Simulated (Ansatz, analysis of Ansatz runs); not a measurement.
# A hop of O in TiO2 (Pbcn), charge +2, part 2 of 2

How high is the barrier when O changes place in TiO2 (Pbcn)? The case: V_O hop (2.6 Å), charge +2, in a cell of 96 host atoms with 1 O taken out.

Ansatz 0.2.0; plane-wave PAW DFT, PBEsol; nudged elastic band between two relaxed defect structures at fixed charge in a uniform background.

So far, barrier forward (eV): step 4 (nudged elastic band, charge +2) 1.37.

### Step 5. Single point at the start point, PBEsol, denser k-mesh

Three single points on a mesh of more k-points (start, top, end) test the sampling. The start is shown; top and end are run alike.

This step: plane-wave PAW DFT, PBEsol; single point of a defect supercell on a structure of the PBEsol path.

qp2.start.mesh/input.yaml

```yaml
crystal:
  lattice:
    - [9.07556403, 0.0, 0.0]
    - [0.0, 10.98982655, 0.0]
    - [0.0, 0.0, 9.75788854]
  atoms:
    - { symbol: Ti, position: [0.2543975, 0.33861026, 0.37587436] }
    - { symbol: Ti, position: [0.0043269, 0.41212909, 0.1286938] }
[... 14 atom lines left out ...]
    - { symbol: O, position: [0.36487915, 0.31401117, 0.54042205] }
[... 1 atom line left out ...]
    - { symbol: O, position: [0.38372062, 0.44160279, 0.78368016] }
[... 19 atom lines left out ...]
    - { symbol: Ti, position: [0.2220856, 0.6909039, 0.64132503] }
[... 1 atom line left out ...]
    - { symbol: O, position: [0.36400576, 0.80192968, 0.54301589] }
[... 3 atom lines left out ...]
    - { symbol: O, position: [0.36059087, 0.69179907, 0.79001968] }
[... 7 atom lines left out ...]
    - { symbol: O, position: [0.60465679, 0.44552985, 0.4613603] }
[... 7 atom lines left out ...]
    - { symbol: Ti, position: [0.5123951, 0.39995194, 0.63490074] }
[... 13 atom lines left out ...]
    - { symbol: Ti, position: [0.51938872, 0.58532889, 0.3490699] }
[... 7 atom lines left out ...]
    - { symbol: O, position: [0.63463077, 0.68908548, 0.45692662] }
[... 2 atom lines left out ...]
    - { symbol: Ti, position: [0.74773786, 0.66071303, 0.6235303] }
    - { symbol: Ti, position: [0.49679486, 0.58779518, 0.87331169] }
[... 5 atom lines left out ...]
    - { symbol: O, position: [0.60147454, 0.55724029, 0.69895052] }
[... 1 atom line left out ...]
    - { symbol: O, position: [0.63555673, 0.68947992, 0.95629674] }
total_charge: 2
basis:
  ecutwfc: 420
  xc_grid: 2
hamiltonian:
  xc: pbesol
kpoints:
  mp_grid: { grid: [2, 2, 2], shift: [0.5, 0.5, 0.5] }
scf:
  occupations: { method: fixed }
  max_iter: 150
output:
  forces: true
  eigenvalues: true
checkpoint:
  write: "../qp2.start.mesh.run"
  compress: false
  write_wavefunctions: false
  write_every: 100000
```

Launch:

```
$ ansatz run input.yaml --threads 32 --pin off --max-ram 84787MiB --backend cuda --events-out ev --progress --plain --runs-dir out --max-vram 78GiB
```

Wall time 3.2 s (1 × NVIDIA GB200 with 32 threads of Arm Neoverse V2, shared host); peak memory 1.3 GiB.

This step gave:

| Item | Value |
| --- | --- |
| free energy | -114654.1576 eV |

### Step 6. Barrier from single points, PBEsol, denser k-mesh

Analysis of the runs above: barrier from PBEsol single points on the PBEsol path.

It gives:

* barrier forward: 1.365 eV
* barrier backward: 1.365 eV
* end less start: -2.55e-5 eV

This gives 1.365 eV against the band's 1.371 eV (backward 1.365 against 1.367 eV). This mesh holds only the band's own point and its sign variants, so it tests the average over those and no finer sampling.

### Step 7. Single point at the start point, r2SCAN

Three single points with a meta-GGA, at its higher cutoff of 500 eV, show what it does to the barrier on the path found. The start is shown; top and end are run alike.

This step: plane-wave PAW DFT, r2SCAN; single point of a defect supercell on a structure of the PBEsol path.

qp2.start.r2scan/input.yaml, as its differences from qp2.start.mesh/input.yaml of step 5:

```diff
@@ -35,8 +35,8 @@
 basis:
-  ecutwfc: 420
+  ecutwfc: 500
   xc_grid: 2
 hamiltonian:
-  xc: pbesol
+  xc: r2scan
 kpoints:
-  mp_grid: { grid: [2, 2, 2], shift: [0.5, 0.5, 0.5] }
+  mp_grid: { grid: [1, 1, 1], shift: [0.25, 0.25, 0.25] }
 scf:
@@ -48,3 +48,3 @@
 checkpoint:
-  write: "../qp2.start.mesh.run"
+  write: "../qp2.start.r2scan.run"
   compress: false
```

The job ended after 2.1 s (1 × NVIDIA GB200 with 32 threads; peak memory 1.4 GiB).

Read from the output:

| Property | Result |
| --- | --- |
| free energy | -116133.6644 eV |

### Step 8. Barrier from single points, r2SCAN

Analysis of the runs above: barrier from r2SCAN single points on the PBEsol path.

It gives:

- barrier forward: 1.458 eV
- barrier backward: 1.454 eV
- end less start: 0.004072 eV

This gives 1.458 eV against the band's 1.371 eV.

### Step 9. Single point at the top of the path, PBEsol

A single point at the top of the band gives the levels near the gap and the populations there.

This step: plane-wave PAW DFT, PBEsol; single point of a defect supercell on a structure of the PBEsol path.

qp2.top.probe/input.yaml

```yaml
crystal:
  lattice:
    - [9.07556403, 0.0, 0.0]
    - [0.0, 10.98982655, 0.0]
    - [0.0, 0.0, 9.75788854]
  atoms:
    - { symbol: Ti, position: [0.24792447, 0.33840644, 0.37218481] }
    - { symbol: Ti, position: [0.00070921, 0.411496, 0.12543826] }
[... 16 atom lines left out ...]
    - { symbol: O, position: [0.38800067, 0.43413617, 0.79891672] }
[... 19 atom lines left out ...]
    - { symbol: Ti, position: [0.23894906, 0.68192843, 0.63998958] }
[... 1 atom line left out ...]
    - { symbol: O, position: [0.36824806, 0.80502529, 0.54454293] }
[... 3 atom lines left out ...]
    - { symbol: O, position: [0.35764721, 0.6956329, 0.80436312] }
[... 7 atom lines left out ...]
    - { symbol: O, position: [0.61314983, 0.43497317, 0.45262951] }
[... 7 atom lines left out ...]
    - { symbol: Ti, position: [0.50047649, 0.40486486, 0.62561074] }
[... 13 atom lines left out ...]
    - { symbol: Ti, position: [0.51842245, 0.58275858, 0.36678916] }
[... 7 atom lines left out ...]
    - { symbol: O, position: [0.64343951, 0.69501933, 0.44748515] }
[... 2 atom lines left out ...]
    - { symbol: Ti, position: [0.76396435, 0.6825309, 0.6108005] }
    - { symbol: Ti, position: [0.48331934, 0.5827746, 0.88258055] }
[... 3 atom lines left out ...]
    - { symbol: O, position: [0.63369731, 0.80506963, 0.70631312] }
[... 1 atom line left out ...]
    - { symbol: O, position: [0.49925302, 0.57014393, 0.62663341] }
[... 1 atom line left out ...]
    - { symbol: O, position: [0.63466042, 0.68567398, 0.9534171] }
total_charge: 2
basis:
  ecutwfc: 420
  xc_grid: 2
hamiltonian:
  xc: pbesol
kpoints:
  mp_grid: { grid: [1, 1, 1], shift: [0.25, 0.25, 0.25] }
scf:
  occupations: { method: fixed }
  max_iter: 150
output:
  forces: true
  eigenvalues: true
  eigenstates: { localisation: true }
  populations: true
  write_density: true
  write_potential: true
  volumetric_format: npy
  elf: true
checkpoint:
  write: "../qp2.top.probe.run"
  compress: false
  write_wavefunctions: false
  write_every: 100000
```

Wall time 2.9 s (1 × NVIDIA GB200 with 32 threads); peak memory 1.5 GiB.

Read from the output:

```
free energy : -114652.7885 eV
```

States next to the filling edge at the first k-point, on the run's own zero (eigenstates.tsv). The participation number counts the atoms that a state is spread over, of 95; bands count from 0.

```
spin  band  energy (eV)  occupation  participation  largest share on  share
both   374        8.669        2.00           39.3               O47   0.07
both   375        8.694        2.00           46.5               O10   0.05
both   376        8.713        2.00           46.7               O12   0.05
both   377        8.737        2.00           29.4               O95   0.10
both   378        8.798        2.00           51.4               O66   0.05
both   379        9.033        2.00            6.6               O93   0.35
both   380       11.596        0.00           29.0              Ti38   0.09
both   381       11.637        0.00           19.2              Ti38   0.15
both   382       11.670        0.00           35.0              Ti75   0.06
both   383       11.677        0.00           34.4              Ti86   0.08
both   384       11.694        0.00           34.1              Ti39   0.07
```

Under PBEsol at one point at (¼, ¼, ¼), the highest filled state is spread over 7 of 95 atoms, and the lowest empty one, 2.56 eV above it, is spread over 29 of 95 atoms.

Löwdin populations of the atoms near the centre, and their excess over far atoms of the same element, which can also hold differences between inequivalent host sites (the log counts sites from 0):

```csv
atom,distance from the centre (Å),electrons,excess
O93,0.12,6.703,0.096
Ti61,1.70,10.697,0.046
O53,2.40,6.616,0.009
O19,2.41,6.613,0.006
Ti87,2.53,10.654,0.002
Ti75,2.54,10.655,0.004
O83,2.63,6.590,-0.017
O45,2.64,6.587,-0.020
```

The distance between the highest filled and the lowest empty level goes from 2.84 eV at the start to 2.56 eV at the top.

### Step 10. Summary of results

| Quantity | Value |
| --- | --- |
| barrier forward | 1.37 eV |
| barrier backward | 1.37 eV |
| end less start | 0.00 eV |
| hop length | 2.32 Å |
| band iterations, as the log counts them | 10 |
| barrier from single points, PBEsol, denser k-mesh | 1.36 eV |
| barrier from single points, r2SCAN | 1.46 eV |

The top of the band lies 1.37 eV above the start and 1.37 eV above the end, which are alike in energy and neighbours. With an assumed prefactor of 1e13 per second it gives one hop a second along this one path at about 530 K; whether such hops link up through the crystal wasn't checked. At the top O93 stands 1.82 Å from its nearest Ti, 0.08 Å closer than at the start. Across functionals on this path (PBEsol 1.371 and r2SCAN 1.458 eV) the forward values spread by 0.087 eV. No image-charge correction is applied; it largely cancels along a path if the charge stays localised alike. Limits: one k-point off the zone centre stands for the whole zone.

[Logs are printed without paths, hosts, clocks, repeated set-up lines and the standing remarks that a program may print on its own settings, such as how far it seeks lower states.]

[Hosts, paths, dates, database ids (printed as entryN), source tags and the programs' standing remarks are cut or masked in the printed files.]
